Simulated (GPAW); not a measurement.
Crystal: SnSe2.

```
Sn Se
1.0
     3.81100    0.00000    0.00000
    -1.90550    3.30042    0.00000
     0.00000    0.00000    6.13600
Sn Se
1 2
Cartesian
  0.0000 0.0000 0.0000
  1.9055 1.1001 4.6081
  0.0000 2.2003 1.5279
```

Program: GPAW 26.7.0. Alike in all runs: cell as given.

Task: Order these runs on this cell by their band gap on the k mesh, lowest first.
A. level PBEsol; potentials or basis PAW data sets generated in the run's folder for this functional, pw; spin SOC, no magnetisation; k mesh 6 × 6 × 3; cutoff (eV) 600; smearing fermi-dirac 0.05 eV; maxiter 150; band path GMKGALHA,LM,KH; band points 80; spin axis theta (degrees) 54.7; spin axis phi (degrees) 45; mesh quality not flagged
B. level PBE; potentials or basis GPAW PAW data sets (gpaw-data 1.2.1), pw; spin off; k mesh 7 × 7 × 4; cutoff (eV) 400; smearing fermi-dirac 0.001 eV; maxiter 150; mesh quality not flagged
C. level YS-PBE0; potentials or basis GPAW PAW data sets (gpaw-data 1.2.1), pw; spin off; k mesh 4 × 4 × 2; cutoff (eV) 450; smearing fermi-dirac 0.05 eV; maxiter 60; mesh quality coarse

Result: A (0.65 eV), B (0.82 eV), C (1.57 eV).

Caveats: some runs use coarse meshes; spin-orbit coupling is left out, which moves the levels of the heavy elements (some runs); spin-orbit coupling was added after a scalar SCF, so levels and gaps hold it while energy, forces, pressure and moments don't (some runs); this program's spin-orbit splittings come out too wide for heavy elements (some runs); the long-wavelength limit can be off by a per cent or two (some runs); an odd mesh through Γ misses points on the zone boundary, where band edges often lie (some runs); exact exchange converges slowly with the k mesh, and this mesh is small (some runs).

A k mesh can miss the band edges, odd and even meshes differently.
